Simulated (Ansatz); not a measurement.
Runs of Ansatz 0.2.0 on MnO. It takes space group Fm-3m (No. 225, cubic). The conventional cell has a = 4.448 Å, b = 4.448 Å, c = 4.448 Å, α = 90.00°, β = 90.00°, γ = 90.00°. Around Mn (site symmetry m-3m) lie 6 O at 2.22 Å. O (site symmetry m-3m) has 6 Mn at 2.22 Å as nearest neighbours. The cell is a database's computed one.

| task | level | cell | k mesh | smearing | points for each segment of the path | mesh quality | gap on the mesh (eV) | pressure (GPa) | moment (μB) | relaxed volume (Å³/atom) |
| --- | --- | --- | --- | --- | --- | --- | --- | --- | --- | --- |
| single point | PBE | as given | 10 × 10 × 10 | gaussian 0.029 eV | - | not flagged | none | 0.2 | 4.80 | - |
| relaxation of cell and atoms | revPBE+D4 | relaxed | 10 × 10 × 10 | fermi-dirac 0.05 eV | - | not flagged | - | 0.0 | 4.80 | 10.82 |
| relaxation of cell and atoms | HSE06 | relaxed | 5 × 5 × 5 | fermi-dirac 0.05 eV | - | coarse | 1.44 | 0.0 | 5.00 | (a) |
| single point | PBE | as given | 10 × 10 × 10 | gaussian 0.03 eV | - | not flagged | none | 0.2 | 4.80 | - |
| band structure | HSE03 | as given | 5 × 5 × 5 | fermi-dirac 0.05 eV | 4 | coarse | 1.21 | (b) | 5.00 | - |

Alike in all rows: potentials or basis Ansatz PAW; spin collinear, ferromagnetic start; cutoff (eV) 420.

**Question.** Estimate the missing entries.

**Answer.** (a) 11.05; (b) 1.0.

Caveats: some runs use coarse meshes; a cell with one magnetic atom can't hold antiferromagnetic order, which such compounds often take; the PAW data sets come from PBE, with cores solved anew for the run's functional, which leaves a small shift of forces and pressure (some runs); semilocal functionals often make such compounds metallic where correlation or magnetic order opens a gap, which also shifts bond lengths (some runs); the plane-wave basis is chosen anew once the cell has moved, so the energies of steps on either side of that aren't comparable (some runs); the magnetic or orbital state may not be the lowest (some runs); odd divisions of the mesh miss points on the zone boundary, where band edges often lie, so the gap on the mesh can be too wide (some runs); the k mesh misses the band edges, so the gap on the mesh is wider than the one along the path (some runs).

A gap of «none» marks a metal or a gap under the smearing width.
